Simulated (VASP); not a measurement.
Input of a VASP 6.6.1 run:

The input INCAR:

```
PREC = Accurate
ENCUT = 520
EDIFF = 1E-6
ISMEAR = -1
SIGMA = 0.02
LREAL = Auto
LASPH = True
NELM = 100
ALGO = Normal
ISIF = 2
LWAVE = False
LCHARG = False
GGA = PE
IVDW = 12
NBANDS = 45
```

Contents of KPOINTS:

```
Automatic mesh
0
Gamma
  1 1 1
```

The input POSCAR:

```
LiH13O7
1.0
    5.8635890000      0.0000000000      0.0000000000
    0.0000000000      5.8635890000      0.0000000000
    0.0000000000      0.0000000000      5.8635890000
O H Li
7 13 1
Direct
    0.1725223238      1.0096887759     -0.3278879198
    0.6603464192      0.1886898962      0.5922140859
    0.3692277886      0.4983978243      0.4677681195
    1.0259245660      0.3905798991      0.1400336893
    0.8143135544      0.7770496875      0.8064003122
    0.5512494140      0.8707295140      0.2373972664
    0.4789558068      0.2615462987     -0.0272358789
    0.3249545628      1.0455541819     -0.2777991432
    0.0683710949      0.9630961515     -0.2200699947
    0.5958466734      0.2424965324      0.8564038168
    0.5227344550      0.2432469261      0.5100118716
    0.3721099825      0.6442300100      0.4105164942
    0.5122971613      0.4814628038      0.5612603475
    1.1898685259      0.3378817990      0.1805549468
    1.0835172793      0.5500897147      0.1243948033
    0.7511099431      0.8901715315      0.7022320289
    0.8859079311      0.6776566366      0.6838644387
    0.5140367103      1.0427913689      0.1726246502
    0.4594455716      0.7627922080      0.1212226846
    0.5874047448      0.3060071229      0.1033837808
   -0.0365646364      0.2916473170      0.4722363726
```

Potentials or basis: VASP PAW PBE potentials, release 64 (O, H, Li_sv).

The run is started by

```bash
$ cat potpaw_PBE.64/O/POTCAR potpaw_PBE.64/H/POTCAR potpaw_PBE.64/Li_sv/POTCAR > POTCAR
$ mpirun -np 1 vasp_gam > vasp.out
```

Problem. Predict the largest force.

Solution. 4.241 eV/Å.

Problem. Estimate the dispersion energy per atom.

Solution. -0.042 eV.

Problem. What does it give for the band gap on the k mesh?

Solution. 3.10 eV, direct.

Forces in eV/Å, atoms in the order of the input:
```
O    1.628  1.390 -3.660
O    0.676  0.720 -0.557
O   -0.148 -3.009  1.486
O    2.794  0.626  1.145
O    0.934 -1.732 -1.373
O   -2.548  0.444 -2.557
O    0.620  0.977  4.054
H    0.110 -0.016  0.562
H   -1.706 -1.008  2.623
H    0.619 -0.433 -2.214
H    1.025 -1.355  0.314
H    0.309  3.619 -1.051
H   -0.762  0.376 -0.219
H   -1.678 -0.249 -0.821
H   -1.356 -0.425 -0.286
H   -0.836  1.185 -0.191
H   -0.483  0.669  1.524
H    0.399 -3.465  0.533
H    2.021  2.290  1.608
H   -1.352  0.130 -1.341
Li  -0.266 -0.736  0.420
```
